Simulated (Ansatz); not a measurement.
# Ni (Fm-3m): equation of state with a fit from a Python script

Where is the equilibrium volume of Ni (Fm-3m), and how stiff is it? A script is to give an equation of state with a fit; the system is Ni (Fm-3m).

All numbers are computed with Ansatz 0.2.0, driven from Python. Level of theory: DFT PBE, plane waves, norm-conserving potentials.

## Step 1: The structure

The structure is cubic, space group Fm-3m (No. 225). Conventional cell: a = 3.524 Å, b = 3.524 Å, c = 3.524 Å, α = 90.00°, β = 90.00°, γ = 90.00°. Ni (site symmetry m-3m) is surrounded by 12 Ni at 2.49 Å.

No structure file is read: the coordinates are typed or built in the script.

## Step 2: The code

run_eos.py reads:

```python
import argparse
import warnings

import ansatz as az
import numpy as np
from scipy.optimize import curve_fit

parser = argparse.ArgumentParser(description='Energy against volume for Ni, with a fit.')
parser.add_argument('--occupations', required=True, help='how the bands are filled')
parser.add_argument('--width-ev', type=float, default=0.2, help='smearing width (eV)')
parser.add_argument('--max-iterations', type=int, default=150, help='most SCF iterations')
parser.add_argument('--kmesh', type=int, nargs=3, default=[13, 13, 13], help='k-point sampling')
args = parser.parse_args()

VECTORS = np.array([
    [0.0, 1.761935, 1.761935],
    [1.761935, 0.0, 1.761935],
    [1.761935, 1.761935, 0.0],
])
SITES = [
    ('Ni', (0.0, 0.0, 0.0), 1.0),
]


def build(cell):
    crystal = az.Crystal(lattice=az.Lattice.of(cell))
    for symbol, position, moment in SITES:
        crystal = crystal.atom(symbol, position, moment=moment or None)
    return crystal

def vinet(v, e0, v0, b0, b1):
    eta = (v / v0) ** (1 / 3)
    return e0 + 2 * b0 * v0 / (b1 - 1) ** 2 * (2 - (5 + 3 * b1 * (eta - 1) - 3 * eta) * np.exp(-1.5 * (b1 - 1) * (eta - 1)))

warnings.simplefilter('ignore', az.DeckWarning)

volumes, energies = [], []
for scale in np.linspace(0.9, 1.1, 9):
    cell = VECTORS * scale ** (1 / 3)
    setup = build(cell).calculation()
    setup = setup.occupations(args.occupations, width=args.width_ev)
    setup = setup.functional(az.Functional.PBE)
    setup = setup.pseudopotentials('nc').spin('collinear')
    setup = setup.scf(max_iterations=args.max_iterations)
    setup = setup.kpoints(*args.kmesh)
    r = setup.run(threads=1, pin='off').report
    volumes.append(abs(np.linalg.det(cell)) / len(SITES))
    energies.append(r['free_energy_ev'] / len(SITES))
    print(f'V = {volumes[-1]:8.4f} A^3/atom  F = {energies[-1]:.5f} eV/atom')

guess = (min(energies), volumes[int(np.argmin(energies))], 0.5, 4.5)
(e0, v0, b0, b1), _ = curve_fit(vinet, np.array(volumes), np.array(energies), p0=guess, maxfev=20000)
print(f'Vinet fit: V0 = {v0:.4f} A^3/atom, B0 = {160.21766 * b0:.1f} GPa, B1 = {b1:.2f}')
print('largest residual', round(1000 * float(np.abs(vinet(np.array(volumes), e0, v0, b0, b1) - energies).max()), 3), 'meV/atom')
```

## Step 3: What the engine is handed

The engine receives this input (first run):

```yaml
crystal:
  lattice:
    - [0.0, 1.7011295388651202, 1.7011295388651202]
    - [1.7011295388651202, 0.0, 1.7011295388651202]
    - [1.7011295388651202, 1.7011295388651202, 0.0]
  atoms:
    - { symbol: Ni, position: [0.0, 0.0, 0.0], spin: 1.0 }
kpoints:
  mp_grid:
    grid: [13, 13, 13]
hamiltonian:
  xc: pbe
  pseudopotentials:
    kind: nc
magnetization:
  spin_polarized: true
scf:
  max_iter: 150
  occupations:
    method: cold
    width: 0.2
```

## Step 4: Launch

Started as:

```bash
> python run_eos.py --occupations cold
```

The program printed:

```text
V =   9.8456 A^3/atom  F = -4636.09907 eV/atom
V =  10.1191 A^3/atom  F = -4636.13570 eV/atom
V =  10.3926 A^3/atom  F = -4636.15926 eV/atom
V =  10.6661 A^3/atom  F = -4636.17156 eV/atom
V =  10.9396 A^3/atom  F = -4636.17415 eV/atom
V =  11.2130 A^3/atom  F = -4636.16836 eV/atom
V =  11.4865 A^3/atom  F = -4636.15536 eV/atom
V =  11.7600 A^3/atom  F = -4636.13616 eV/atom
V =  12.0335 A^3/atom  F = -4636.11162 eV/atom
Vinet fit: V0 = 10.8814 A^3/atom, B0 = 201.3 GPa, B1 = 4.91
largest residual 0.01 meV/atom
```

Run time: 39 s. Hardware: 1 thread of AMD EPYC 7R43 (Zen 3), shared host; peak memory 0.48 GiB.

## Step 5: Inputs of later runs

The engine's inputs for some of the other runs:

Run 2, against run 1:

```diff
@@ -3,3 +3,3 @@
-    - [0.0, 1.7011295388651202, 1.7011295388651202]
-    - [1.7011295388651202, 0.0, 1.7011295388651202]
-    - [1.7011295388651202, 1.7011295388651202, 0.0]
+    - [0.0, 1.7167371036973613, 1.7167371036973613]
+    - [1.7167371036973613, 0.0, 1.7167371036973613]
+    - [1.7167371036973613, 1.7167371036973613, 0.0]
```

Run 4, against run 1:

```diff
@@ -3,3 +3,3 @@
-    - [0.0, 1.7011295388651202, 1.7011295388651202]
-    - [1.7011295388651202, 0.0, 1.7011295388651202]
-    - [1.7011295388651202, 1.7011295388651202, 0.0]
+    - [0.0, 1.7471281234860754, 1.7471281234860754]
+    - [1.7471281234860754, 0.0, 1.7471281234860754]
+    - [1.7471281234860754, 1.7471281234860754, 0.0]
```

Run 9, against run 1:

```diff
@@ -3,3 +3,3 @@
-    - [0.0, 1.7011295388651202, 1.7011295388651202]
-    - [1.7011295388651202, 0.0, 1.7011295388651202]
-    - [1.7011295388651202, 1.7011295388651202, 0.0]
+    - [0.0, 1.8188104652266144, 1.8188104652266144]
+    - [1.8188104652266144, 0.0, 1.8188104652266144]
+    - [1.8188104652266144, 1.8188104652266144, 0.0]
```

## Step 6: The engine's runs

One row for each of the 9 runs:

| run | volume (Å³/atom) | energy from run 5 (meV/atom) | moment (μB/cell) | SCF cycles | CPU time (s) |
| --- | --- | --- | --- | --- | --- |
| 1 | 9.846 | 75.08 | 0.64 | 10 | 3.8 |
| 2 | 10.119 | 38.45 | 0.64 | 9 | 3.8 |
| 3 | 10.393 | 14.89 | 0.64 | 8 | 3.6 |
| 4 | 10.666 | 2.59 | 0.64 | 8 | 3.5 |
| 5 | 10.940 | 0.00 | 0.64 | 9 | 4.4 |
| 6 | 11.213 | 5.79 | 0.65 | 8 | 4.6 |
| 7 | 11.487 | 18.79 | 0.65 | 8 | 4.7 |
| 8 | 11.760 | 37.99 | 0.65 | 8 | 4.7 |
| 9 | 12.034 | 62.53 | 0.65 | 9 | 5.2 |

Energies are free energies F = E - TS of the smeared occupations. 

## Step 7: What came out

| quantity | value |
| --- | --- |
| runs compared | 9 |
| range of energy | 75.08 meV/atom |
| lowest point, volume (Å³/atom) | 10.940 |
| equilibrium volume (fit) | 10.88 Å³/atom |
| bulk modulus (fit) | 201 GPa |

In words: A third-order Birch-Murnaghan fit through the 9 points (the script's own form differs a little) has its minimum at 10.88 Å³ an atom, 0.5 % below the typed cell, with a bulk modulus of 201 GPa and dB/dP = 4.9. From that minimum the energy rises by 75.3 meV an atom on the compressed side and 62.7 meV on the expanded side. Reading the output:
- The magnetic order follows from the starting moments and needn't be the lowest.
- The mesh is modest for a metal, so energies can be off by several to tens of meV an atom and pressures by half a GPa or more; differences at equal mesh fare better.
